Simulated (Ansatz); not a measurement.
**Copper, dhcp under RPBE: structure, energy and stiffness, part 1 of 2**

What does RPBE give for copper in the dhcp structure? We relax it, solve it on a dense k-mesh, then scale the cell to 7 volumes from 88 to 112 % of the relaxed one and try a fit of the equation of state. Spin polarisation is left out. The k-meshes are 14×14×4 for the relaxation; 18×18×5 for the dense run; 16×16×5 for the volumes.

Program: Ansatz 0.2.0. Level of theory: DFT RPBE, plane waves (420 eV) with PAW, scalar-relativistic; PBE-made PAW files. These are calculated values, not measurements.

### Step 1. The starting structure

Symmetry: P6_3/mmc, No. 194, hexagonal system. The conventional cell has a = 2.556 Å, b = 2.556 Å, c = 8.348 Å, α = 90.00°, β = 90.00°, γ = 120.00°. Cu (site symmetry -3m) is surrounded by 12 Cu at 2.56 Å. Cu (site symmetry -6m2) is surrounded by 12 Cu at 2.56 Å.

Structure file:

```
Cu
1.0
     2.55616    0.00000    0.00000
    -1.27808    2.21370    0.00000
     0.00000    0.00000    8.34842
Cu
4
Direct
  0.00000 0.00000 0.00000
  0.00000 0.00000 0.50000
  0.33333 0.66667 0.25000
  0.66667 0.33333 0.75000
```

### Step 2. Relaxation of the cell

Contents of input.yaml:

```yaml
crystal:
  lattice:
    - [2.5561591618, 0.0, 0.0]
    - [-1.2780795809, 2.2136987702, 0.0]
    - [0.0, 0.0, 8.3484158223]
  atoms:
    - { symbol: Cu, position: [0.0, 0.0, 0.0] }
    - { symbol: Cu, position: [0.0, 0.0, 0.5] }
    - { symbol: Cu, position: [0.3333333333, 0.6666666667, 0.25] }
    - { symbol: Cu, position: [0.6666666667, 0.3333333333, 0.75] }
hamiltonian:
  xc: rpbe
  pseudopotentials:
    kind: paw
    azcp:
      Cu: "pseudopotentials/Cu.paw.azcp"
basis:
  ecutwfc: 420
  fft_grid_basis: typed
kpoints:
  mp_grid: { grid: [14, 14, 4], shift: [0, 0, 0] }
magnetization:
  spin_polarized: false
scf:
  occupations: { method: fermi_dirac, width: 0.1 }
relax:
  max_steps: 60
  f_tol: 0.01
  cell: {}
```

What it wrote, cut to the lines that bear on the results:

```text
Warning: RAYON_NUM_THREADS=2 ignored (pool sized by the plan → 2); use --threads N
[...]
Pseudopotentials: kind: paw
Pseudopotential: Cu, paw, valence charge 19, recommended cutoff 420 eV (normal), <dir>
Functional definition: RPBE
[...]
Crystal: 4 atoms, lattice volume = 47.240 Å³
Basis set: ecut = 420 eV, 945 PW (Γ), exchange–correlation on 36×36×120 points (8 copies of the dense FFT grid, shifted against one another)
Bands: 46, of which v1, the nominal top of the filled ones, is band 38 counted from 1 (37 counted from 0)
Symmetry: 24 space group operations
Space group: P63/mmc (ITA 194), of the structure as read, at distance tolerance 3.6e-5 Å
k-points: 72 of 784
[...]
SCF iter   1: F=—  HF=-26521.424214 eV  |F-HF|=—  |Δ(HF+E_count)|=         —  Δρ=9.26e-3  dr2=2.03e-2  ethr=1.77e-3  ⟨swp⟩=5.2  Hψ=10336  notcnv=0  defer=95
[...]
relax step   1: F+E_penalty+E_count = -26521.42028182 eV  Δ(F+E_penalty+E_count) = +0.000e0 eV  max|allowed force component| = 9.252e-18 eV/Å  Δτ_max = 0.0000 Å  P = +6.846 GPa  Ω = 47.240 Å³  (8 SCF iters, dr2 threshold 1.00e-7 eV, accepted)
[...]
relax step   6: F+E_penalty+E_count = -26521.46858483 eV  Δ(F+E_penalty+E_count) = -3.721e-5 eV  max|allowed force component| = 4.626e-18 eV/Å  Δτ_max = 0.0000 Å  P = -0.001 GPa  Ω = 49.613 Å³  energy of the carried Pulay correction = +2.908e-5 eV  (6 SCF iters, dr2 threshold 1.73e-8 eV, accepted)
[...]
relax step   7: F+E_penalty+E_count = -26521.46854820 eV  Δ(F+E_penalty+E_count) = +3.662e-5 eV  max|allowed force component| = 1.388e-17 eV/Å  Δτ_max = 0.0000 Å  P = +0.001 GPa  Ω = 49.613 Å³  stress off target by 9.90e-4 GPa  SCF on the basis re-selected at this cell (its energy is not [...]
SCF converged after 9 iterations
Free energy (F): -26521.468548 eV
[...]
E sigma→0 (E₀):  -26521.445012 eV
Entropy (-TS):   -0.047072 eV (-11.768 meV/atom)
Fermi energy:    15.841969 eV
[...]
--- Forces (eV/Å), atoms counted from 1 ---
  atom   1  Cu     0.00000000    -0.00000000     0.00000000
  atom   2  Cu    -0.00000000     0.00000000     0.00000000
  atom   3  Cu     0.00000000    -0.00000000    -0.00000000
  atom   4  Cu    -0.00000000     0.00000000     0.00000000
[...]
--- Stress (GPa, compression-positive) ---
        0.000706       0.000000       0.000000
        0.000000       0.000706       0.000000
        0.000000       0.000000       0.000990
  P = ⅓ Tr σ = 0.0008 GPa (0.008 kbar)
--- Relaxed structure (5 steps of the walk, 5 accepted, 2 SCFs on fresh bases) ---
  F+E_penalty+E_count = -26521.46854820 eV   max|allowed force component| = 1.388e-17 eV/Å   (the final SCF, on the basis selected at the relaxed cell)
  cell:  # Å, volume = 49.6131 Å³
    - [2.598548106592026, 3.629435391916758e-33, -6.355235706776266e-34]
    - [-1.299274053296013, 2.2504086732646478, 1.3448437267747264e-18]
    - [-2.075619981815092e-33, 5.071744538225303e-18, 8.484066810293829]
  atoms:
    - { symbol: Cu, position: [-5.317803159404243e-35, -9.544004849721574e-36, 5.286738885355936e-36] }
    - { symbol: Cu, position: [9.62964972193618e-35, 3.851859888774472e-34, 0.5] }
    - { symbol: Cu, position: [0.3333333333333333, 0.6666666666666669, 0.25] }
    - { symbol: Cu, position: [0.6666666666666667, 0.33333333333333337, 0.75] }
```

Wall time 26 s (2 threads of Arm Neoverse V1, shared host); peak memory 0.41 GiB.

Step by step:

| step | energy change (meV/atom) | largest force (eV/Å) | pressure (GPa) | volume (Å³/atom) |
| --- | --- | --- | --- | --- |
| 1 | 0.00 | 0.0000 | 6.85 | 11.810 |
| 2 | -8.77 | 0.0000 | 3.31 | 12.098 |
| 3 | -11.61 | 0.0000 | 0.29 | 12.381 |
| 4 | -11.61 | 0.0000 | -0.01 | 12.411 |
| 5 | -12.07 | 0.0000 | -0.08 | 12.411 |
| 6 | -12.08 | 0.0000 | 0.00 | 12.403 |
| 7 | -12.07 | 0.0000 | 0.00 | 12.403 |

Steps that repeat a cell are solved on a basis chosen anew, so their changes of energy are no gain of the relaxation.

The cell of the run, before and after:

|  | before | after | change |
| --- | --- | --- | --- |
| a (Å) | 2.556 | 2.599 | +1.7 % |
| b (Å) | 2.556 | 2.599 | +1.7 % |
| c (Å) | 8.348 | 8.484 | +1.6 % |
| volume (Å³/atom) | 11.810 | 12.403 | +5.0 % |
| shortest distance (Å) | 2.556 | 2.598 | +1.6 % |
| space group (spins left aside) | P6_3/mmc | P6_3/mmc | same |

### Step 3. The energy on a finer k-mesh

Contents of input.yaml:

```yaml
crystal:
  lattice:
    - [2.5985481066, 0.0, 0.0]
    - [-1.2992740533, 2.2504086733, 0.0]
    - [0.0, 0.0, 8.4840668103]
  atoms:
    - { symbol: Cu, position: [1.0, 1.0, 0.0] }
    - { symbol: Cu, position: [1.0, 0.0, 0.5] }
    - { symbol: Cu, position: [0.3333333333, 0.6666666667, 0.25] }
    - { symbol: Cu, position: [0.6666666667, 0.3333333333, 0.75] }
hamiltonian:
  xc: rpbe
  pseudopotentials:
    kind: paw
    azcp:
      Cu: "pseudopotentials/Cu.paw.azcp"
basis:
  ecutwfc: 420
  fft_grid_basis: typed
kpoints:
  mp_grid: { grid: [18, 18, 5], shift: [0, 0, 0] }
magnetization:
  spin_polarized: false
scf:
  occupations: { method: fermi_dirac, width: 0.1 }
output:
  write_density: true
  write_potential: true
  elf: true
  volumetric_format: npy
```

What it wrote, cut to the lines that bear on the results:

```text
Warning: RAYON_NUM_THREADS=2 ignored (pool sized by the plan → 2); use --threads N
[...]
[... 3 set-up lines as earlier in the session ...]
[...]
Crystal: 4 atoms, lattice volume = 49.613 Å³
Basis set: ecut = 420 eV, 1019 PW (Γ)
Bands: 46, of which v1, the nominal top of the filled ones, is band 38 counted from 1 (37 counted from 0)
[... 1 set-up line as earlier in the session ...]
Space group: P63/mmc (ITA 194), of the structure as read, at distance tolerance 3.7e-5 Å
k-points: 111 of 1620
[...]
SCF iter   1: F=—  HF=-26521.475493 eV  |F-HF|=—  |Δ(HF+E_count)|=         —  Δρ=9.17e-3  dr2=2.08e-2  ethr=1.77e-3  ⟨swp⟩=5.2  Hψ=15858  notcnv=0  defer=136
[...]
SCF iter   6: F=-26521.471582 eV  HF=-26521.471582 eV  |F-HF|=9.15e-8  |Δ(HF+E_count)|=   3.74e-8  Δρ=8.71e-6  dr2=9.58e-8  ethr=1.32e-10  ⟨swp⟩=5.8  Hψ=18105  notcnv=0
[...]
SCF converged after 6 iterations
Free energy (F): -26521.471582 eV
[...]
E sigma→0 (E₀):  -26521.449244 eV
Entropy (-TS):   -0.044677 eV (-11.169 meV/atom)
Fermi energy:    15.876101 eV
[...]
--- Band table (eV; the first three rows and the last of 111) ---
[...]
```

Run time: 6.4 s. Hardware: 2 threads of Arm Neoverse V1, shared host; peak memory 0.44 GiB.

Density in a lattice plane of the grid's cell (edges 2.60 and 8.48 Å, at 0.000 of the third edge), which holds Cu.

Ten even steps from ' ' (0.19 e/Å³) to '@' (70.06 e/Å³):
```
::              
                
                
                
                
                
                
                
::..          ..
@@--          --
::..          ..
                
                
                
                
                
                
                
::              
@@--          --
```
Columns run along the first of these edges and rows up along the second, over one cell in 8 and 20 even steps from the bottom left corner. Atoms in the plane (fractional): Cu at (0.00, 0.00), Cu at (0.00, 0.50).

ELF in the same plane.

Values, 12 rows by 6 columns:
```
0.22 0.18 0.18 0.25 0.18 0.18
0.28 0.26 0.18 0.15 0.18 0.26
0.28 0.20 0.17 0.19 0.17 0.20
0.28 0.25 0.18 0.16 0.18 0.25
0.21 0.18 0.18 0.25 0.18 0.18
0.92 0.46 0.18 0.21 0.18 0.46
0.21 0.18 0.18 0.25 0.18 0.18
0.28 0.25 0.18 0.16 0.18 0.25
0.28 0.20 0.17 0.19 0.17 0.20
0.28 0.26 0.18 0.15 0.18 0.26
0.22 0.18 0.18 0.25 0.18 0.18
0.93 0.48 0.18 0.21 0.18 0.48
```
Columns run along the first of these edges and rows up along the second, over one cell in 6 and 12 even steps from the bottom left corner. Atoms in the plane (fractional): Cu at (0.00, 0.00), Cu at (0.00, 0.50).

Both are smooth fields of the valence electrons: close to the nuclei they are not physical.

### Step 4. The cell scaled to 88 % of its volume

Contents of input.yaml:

```yaml
crystal:
  lattice:
    - [2.4901469995, 0.0, 0.0]
    - [-1.2450734997, 2.1565305607, 0.0]
    - [0.0, 0.0, 8.1301452367]
  atoms:
    - { symbol: Cu, position: [1.0, 1.0, 0.0] }
    - { symbol: Cu, position: [1.0, 0.0, 0.5] }
    - { symbol: Cu, position: [0.3333333333, 0.6666666667, 0.25] }
    - { symbol: Cu, position: [0.6666666667, 0.3333333333, 0.75] }
hamiltonian:
  xc: rpbe
  pseudopotentials:
    kind: paw
    azcp:
      Cu: "pseudopotentials/Cu.paw.azcp"
basis:
  ecutwfc: 420
  fft_grid_basis: typed
kpoints:
  mp_grid: { grid: [16, 16, 5], shift: [0, 0, 0] }
magnetization:
  spin_polarized: false
scf:
  occupations: { method: fermi_dirac, width: 0.1 }
  lower_state_search: "off"
output:
  stress: true
```

What it wrote, cut to the lines that bear on the results:

```text
Warning: RAYON_NUM_THREADS=2 ignored (pool sized by the plan → 2); use --threads N
[...]
[... 3 set-up lines as earlier in the session ...]
[...]
Crystal: 4 atoms, lattice volume = 43.660 Å³
Basis set: ecut = 420 eV, 825 PW (Γ)
Bands: 43, of which v1, the nominal top of the filled ones, is band 38 counted from 1 (37 counted from 0)
[... 1 set-up line as earlier in the session ...]
Space group: P63/mmc (ITA 194), of the structure as read, at distance tolerance 3.5e-5 Å
k-points: 90 of 1280
[...]
SCF iter   1: F=—  HF=-26521.119193 eV  |F-HF|=—  |Δ(HF+E_count)|=         —  Δρ=9.41e-3  dr2=1.94e-2  ethr=1.77e-3  ⟨swp⟩=4.8  Hψ=11479  notcnv=0
[...]
SCF iter   7: F=-26521.115202 eV  HF=-26521.115202 eV  |F-HF|=9.24e-8  |Δ(HF+E_count)|=   1.53e-8  Δρ=9.19e-6  dr2=7.83e-8  ethr=1.32e-10  ⟨swp⟩=4.1  Hψ=14510  notcnv=0
[...]
SCF converged after 7 iterations
Free energy (F): -26521.115202 eV
[...]
E sigma→0 (E₀):  -26521.093290 eV
Entropy (-TS):   -0.043824 eV (-10.956 meV/atom)
Fermi energy:    18.664722 eV
[...]
--- Stress (GPa, compression-positive) ---
       21.721466       0.000000       0.000000
       -0.000000      21.721466       0.000000
        0.000000       0.000000      21.927603
  P = ⅓ Tr σ = 21.7902 GPa (217.902 kbar)
```

Run time: 3.9 s. Hardware: 2 threads of Arm Neoverse V1, shared host; peak memory 0.39 GiB.

(Continued in part 2 of 2.)
